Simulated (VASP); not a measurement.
Set up this calculation in VASP 6.6.1, as the native input.

| Quantity | Value |
| --- | --- |
| Task | relaxation of cell and atoms |
| Functional | PBE |
| Potentials or basis | VASP PAW PBE potentials, release 64 (W_sv) |
| Cutoff | 600 eV |
| k mesh | 16 × 16 × 16 |
| Occupations | methfessel-paxton, width 0.1 eV |
| Spin | no spin polarisation |
| Further INCAR settings | ALGO = Normal; EDIFF = 1e-06; IBRION = 2; EDIFFG = -0.01; NSW = 90; ISIF = 3 |

The structure of W lies in POSCAR:

```
W
1.0
   -1.5823450000      1.5823450000      1.5823450000
    1.5823450000     -1.5823450000      1.5823450000
    1.5823450000      1.5823450000     -1.5823450000
W
1
Direct
    0.0000000000      0.0000000000      0.0000000000
```

The input as run:

INCAR

```
PREC = Accurate
ENCUT = 600
EDIFF = 1E-6
ISMEAR = 1
SIGMA = 0.1
LREAL = F
LASPH = T
NELM = 80
ALGO = Normal
ISIF = 3
LWAVE = F
LCHARG = F
GGA = PE
IBRION = 2
NSW = 90
EDIFFG = -0.01
KPAR = 2
```

KPOINTS

```
Automatic mesh
0
Gamma
  16 16 16
```

Potentials or basis: VASP PAW PBE potentials, release 64 (W_sv).

Launch:

```sh
$ cat potpaw_PBE.64/W_sv/POTCAR > POTCAR
$ mpirun -np 2 vasp_std > vasp.out
```

It gave:

| Quantity | Value |
| --- | --- |
| Relaxed volume | 16.15 Å³/atom |
| Relaxed cell | a = 2.758 Å, b = 2.758 Å, c = 2.758 Å, α = 109.47°, β = 109.47°, γ = 109.47° |
| Space group after relaxing (to 0.05 Å) | Im-3m (No. 229) |
| Energy gained by relaxing | 5.4 meV/atom |
| Ionic steps | 4 |
| Pressure after relaxing | 0.0 GPa |
| Band gap on the k mesh | none (metal or under the smearing width) |

It took 20 s on 2 MPI ranks on Intel(R) Xeon(R) Platinum 8488C (Sapphire Rapids), on a shared host, peak memory 0.15 GiB a rank.
